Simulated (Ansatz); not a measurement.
# MgB2 (P6/mmm) in Ansatz: phonons with PBE

Aim: the phonons of MgB2 with PBE.

All numbers are computed with Ansatz 0.2.0; they aren't measurements. Logs are shortened: lines on timing, memory, paths and dates and some standing lists are left out, and cuts for length are marked.

**1. The crystal as given**

It takes space group P6/mmm (No. 191, hexagonal). The conventional cell has a = 3.085 Å, b = 3.085 Å, c = 3.523 Å, α = 90.00°, β = 90.00°, γ = 120.00°. Around Mg (site symmetry 6/mmm) lie 12 B at 2.51 Å. B (site symmetry -6m2) has 3 B at 1.78 Å as nearest neighbours.

**2. Phonons, PBE**

input.yaml reads:

```yaml
crystal:
  lattice:
    - [3.085, 0.0, 0.0]
    - [-1.5425, 2.6716883707, 0.0]
    - [0.0, 0.0, 3.523]
  atoms:
    - { symbol: Mg, position: [0.0, 0.0, 0.0] }
    - { symbol: B, position: [0.6666666667, 0.3333333333, 0.5] }
    - { symbol: B, position: [0.3333333333, 0.6666666667, 0.5] }
hamiltonian:
  xc: pbe
  pseudopotentials: { kind: paw }
kpoints:
  mp_grid: { grid: [7, 7, 6] }
scf:
  occupations: { method: fermi_dirac, width: 0.05 }
phonons:
  method: dfpt
```

Potentials or basis: Ansatz PAW.

On the command line:

```
$ ansatz run input.yaml --threads 2 --pin off --max-ram 5632MiB --backend cpu --events-out ev --progress --plain --runs-dir out
```

Standard output:

```text
Warning: RAYON_NUM_THREADS=2 ignored (pool sized by the plan → 2); use --threads N
zone centre: on kpoints.mp_grid the ground state, and the responses unless they are solved on pairs of k-points, stand on 64 of the mesh's 294 k-points, reduced under 4 symmetry operations, with k and −k counted as one. Each operation leaves every solved displacement unchanged or reverses it
Engine: ansatz 0.2.0, aarch64-unknown-linux-gnu
Pseudopotentials: kind: paw
Pseudopotential: Mg, paw, valence charge 10, recommended cutoff 420 eV (normal), Mg.paw.azcp
Pseudopotential: B, paw, valence charge 3, recommended cutoff 420 eV (normal), B.paw.azcp
Functional definition: PBE
  parameter kappa = 0.804
  parameter beta = 0.06672455060314922
  exchange = pbe_x(kappa = kappa, mu = beta*pi^2/3)
  correlation = pbe_c(beta = beta)
Crystal: 3 atoms, lattice volume = 29.037 Å³
Basis set: ecut = 420 eV, 563 PW (Γ), exchange–correlation on 48×48×48 points (8 copies of the dense FFT grid, shifted against one another)
Bands: 12, of which v1, the nominal top of the filled ones, is band 8 counted from 1 (7 counted from 0)
Symmetry: 24 space group operations
k-points: 64 of 294 (irreducible under 4 space group operations, time reversal used)
Non-local potential: Mg, projectors of the file, l = 0: 3, l = 1: 2, l = 2: 1
Non-local potential: B, projectors of the file, l = 0: 2, l = 1: 2, l = 2: 1
PAW form: soft (Blöchl's): semilocal exchange-correlation on the pseudo side does not see the compensation charge
PAW one-centre angular grid: Mg, 110 points (default); XC on 64 Gauss nodes
PAW one-centre angular grid: B, 110 points (default); XC on 64 Gauss nodes
Initial density: superposition of atomic densities (neutral atoms: chi_scale 0, normalization atom), corrected by the library's trained network
Initial wavefunctions: pseudopotential atomic-orbital guess
Functional: x = pbe(κ = 0.804, μ = 0.2195149727645171), c = pbe(β = 0.06672455060314922)
SCF iter   1: F=—  HF=-2236.029168 eV  |F-HF|=—  |Δ(HF+E_count)|=         —  Δρ=1.87e-3  dr2=1.35e-3  ethr=1.77e-3  ⟨swp⟩=5.3  Hψ=4135  notcnv=0
preconditioner: auto → none  [metal: Δε(μ)=0.059 eV  Ē_g=11.152 eV  σ=0.050 eV  W_gap=0.29  n_scr=8 (ndim 8)  ℏωp=19.5 eV  f_vac=0.000  D(μ)=0.87/eV (n_scr^D=2)  sad-step TF]
SCF iter   2: F=—  HF=-2236.029735 eV  |F-HF|=—  |Δ(HF+E_count)|=   5.67e-4  Δρ=1.07e-3  dr2=5.04e-4  ethr=8.47e-6  ⟨swp⟩=2.3  Hψ=1643  notcnv=0
SCF iter   3: F=—  HF=-2236.029652 eV  |F-HF|=—  |Δ(HF+E_count)|=   8.30e-5  Δρ=4.37e-4  dr2=3.47e-5  ethr=3.15e-6  ⟨swp⟩=2.4  Hψ=1190  notcnv=0
SCF iter   4: F=—  HF=-2236.029627 eV  |F-HF|=—  |Δ(HF+E_count)|=   2.48e-5  Δρ=1.10e-4  dr2=1.43e-6  ethr=2.17e-7  ⟨swp⟩=2.2  Hψ=1276  notcnv=0
SCF iter   5: F=—  HF=-2236.029627 eV  |F-HF|=—  |Δ(HF+E_count)|=   6.77e-7  Δρ=1.76e-5  dr2=3.07e-8  ethr=8.95e-9  ⟨swp⟩=2.2  Hψ=1230  notcnv=0
SCF iter   6: F=—  HF=-2236.029627 eV  |F-HF|=—  |Δ(HF+E_count)|=   3.96e-8  Δρ=4.26e-6  dr2=2.03e-9  ethr=1.92e-10  ⟨swp⟩=2.0  Hψ=1024  notcnv=0
SCF iter   7: F=—  HF=-2236.029627 eV  |F-HF|=—  |Δ(HF+E_count)|=   2.29e-9  Δρ=4.88e-7  dr2=1.84e-11  ethr=1.27e-11  ⟨swp⟩=2.1  Hψ=1244  notcnv=0
SCF iter   8: F=-2236.029627 eV  HF=-2236.029627 eV  |F-HF|=2.73e-12  |Δ(HF+E_count)|=  2.55e-11  Δρ=1.08e-7  dr2=1.68e-12  ethr=1.00e-12  ⟨swp⟩=5.1  Hψ=2942  notcnv=0
SCF 1 converged in 8 iterations: F = -2236.029627 eV  dr2 = 1.68e-12
DFPT response loops at Γ: preconditioner auto → Kerker (q_TF=auto, 2.470 Å⁻¹) (partly filled bands, converged f_vac=0.000); β = 1.00, the filter's whole step (`scf.mixing.beta` (0.50) is not read by the response loops under this deck's `scf.mixing.preconditioner`; to damp them name `kerker` or `kerker_dos`, under which they read `scf.mixing.beta`, and type it under 1.00, their step now; both keys bind the ground state too); Broyden in place of MSR1
SCF converged after 8 iterations
Free energy (F): -2236.029627 eV
Harris-Foulkes:  -2236.029627 eV  (|F-HF|=2.73e-12)
Internal energy: -2236.022133 eV  (E = F + TS)
E sigma→0 (E₀):  -2236.025880 eV
Entropy (-TS):   -0.007493 eV (-2.498 meV/atom)
Fermi energy:    9.070105 eV
--- Per-component energies (eV) ---
  E_band       = -293.588057
  E_kinetic    = 173.518630
  E_local      = -1521.173214  (includes V_loc(G=0)·N_el)
  E_nonlocal   = 118.080848
  E_hartree    = 541.457246
  E_xc         = -94.073059
  E_vxc        = -114.815558  (∫ρ·V_xc dr)
  E_paw        = -448.971532  (= ΣΔE_a)
  E_vpaw       = -32.113267  (= ΣTr[D̂ρ^β])
  E_aug_tail   = -0.000013  (compensation charges beyond the density's cutoff)
  E_ewald      = -1004.861037
  E_smearing   = -0.007493  (= −TS)
  E_closure    = 0.000000  (closes the sum)
  Σ components = -2236.029627   (vs F -2236.029627, Δ=0.00e0)
--- Band table (eV; the first three rows and the last of 64) ---
  k-point 0: bands = ["-65.9333", "-32.6802", "-32.6802", "-32.6691", "-3.1981", "6.2952", "9.5595", "9.5595", "10.8938", "15.5055", "15.5055", "17.2825"]
  k-point 1: bands = ["-65.9332", "-32.6801", "-32.6801", "-32.6709", "-2.9626", "4.7991", "9.6466", "9.6466", "12.9504", "15.5817", "15.5817", "17.2518"]
  k-point 2: bands = ["-65.9331", "-32.6798", "-32.6798", "-32.6746", "-2.3571", "2.7715", "9.8317", "9.8317", "15.7460", "15.7460", "16.6064", "17.1889"]
  k-point 63: bands = ["-65.9301", "-32.7105", "-32.6910", "-32.6708", "0.2948", "4.5222", "4.5675", "6.5333", "9.9202", "15.3860", "16.6441", "20.3979"]
--- Phonons (Γ-DFPT): 4 representative perturbations + reference, on 64 of 294 k-points (Σ response iterations 12) ---
  k mesh reduced under 4 symmetry operations, with k and −k counted as one. Each operation leaves every solved displacement unchanged or reverses it
  ASR residual: 1.283e-4 → 0.000e0 eV/Å²; symmetrization residual: 1.543e-6 eV/Å²
  ASR residual per site (eV/Å²): 1.28e-4 4.14e-5 4.14e-5
  Γ frequencies (cm⁻¹): 0.00 0.00 0.00 328.94 328.94 399.22 512.34 512.34 678.10
  non-analytic LO–TO correction: not included (Born effective charges unavailable; polar crystals: no LO–TO splitting at Γ)
```

Wall time 4.8 s (2 threads of Arm Neoverse V1, shared host); peak memory 0.36 GiB.

Results:

```yaml
Free_energy: -2236.0296 eV
Band_gap_on_the_k_mesh: none (metal or under the smearing width)
Highest_phonon_frequency_at_Γ: 678 cm⁻¹
```

Phonon frequencies in cm⁻¹ (negative: imaginary):
```tsv
q point	frequencies
(0.000, 0.000, 0.000)	0 0 0 329 329 399 512 512 678
```
